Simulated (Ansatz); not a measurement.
# MnO2: the cost of one run

Computed with Ansatz 0.2.0 (DFT PBE, scalar-relativistic, plane waves, PAW, unless a step's input says otherwise).

### 1 The starting structure

The structure is orthorhombic, space group Pnnm (No. 58). The conventional cell has a = 4.405 Å, b = 4.540 Å, c = 2.965 Å, α = 90.00°, β = 90.00°, γ = 90.00°. Mn (site symmetry 2/m) has 6 O at 1.91 to 1.95 Å as nearest neighbours. O (site symmetry m) has 3 Mn at 1.91 to 1.95 Å as nearest neighbours.

Structure file:

```
Mn O
1.0
     4.40544    0.00000    0.00000
     0.00000    4.53958    0.00000
     0.00000    0.00000    2.96520
Mn O
2 4
Direct
  0.50000 0.50000 0.50000
  0.00000 0.00000 0.00000
  0.22500 0.82500 0.50000
  0.72500 0.67500 0.00000
  0.77500 0.17500 0.50000
  0.27500 0.32500 0.00000
```

(A quick probe on a coarse mesh, which set the mesh and smearing, is not shown.)

### 3 Coarse relaxation

Contents of input.yaml:

```yaml
crystal:
  lattice:
    - [4.4054433985, 0.0, 0.0]
    - [0.0, 4.539583502, 0.0]
    - [0.0, 0.0, 2.9652022875]
  atoms:
    - { symbol: Mn, position: [0.5, 0.5, 0.5], spin: 2.73 }
    - { symbol: Mn, position: [0.0, 0.0, 0.0], spin: 2.73 }
    - { symbol: O, position: [0.225, 0.825, 0.5] }
    - { symbol: O, position: [0.725, 0.675, 0.0] }
    - { symbol: O, position: [0.775, 0.175, 0.5] }
    - { symbol: O, position: [0.275, 0.325, 0.0] }
basis:
  ecutwfc: 420
kpoints:
  mp_grid: { grid: [4, 4, 6] }
hamiltonian:
  xc: pbe
scf:
  occupations: { method: gaussian, width: 0.1 }
  lower_state_search: "off"
output:
  forces: true
  stress: true
  eigenvalues: true
  populations: true
magnetization:
  spin_polarized: true
relax:
  adjacent_minimum: "off"
  f_tol: 0.04
  max_steps: 70
  cell: { stress_tol: 0.4 }
```

Run with:

```console
ansatz run input.yaml --threads 1 --pin off --max-ram 2560MiB --backend cpu --events-out ev --progress --plain --runs-dir out
```

**Question.** How long does this run take on 1 thread of Intel Xeon Platinum 8259CL at 2.50GHz (Skylake/Cascade Lake), shared host, and how much memory does it need?

About 2.1 min, with a peak of 0.47 GiB.
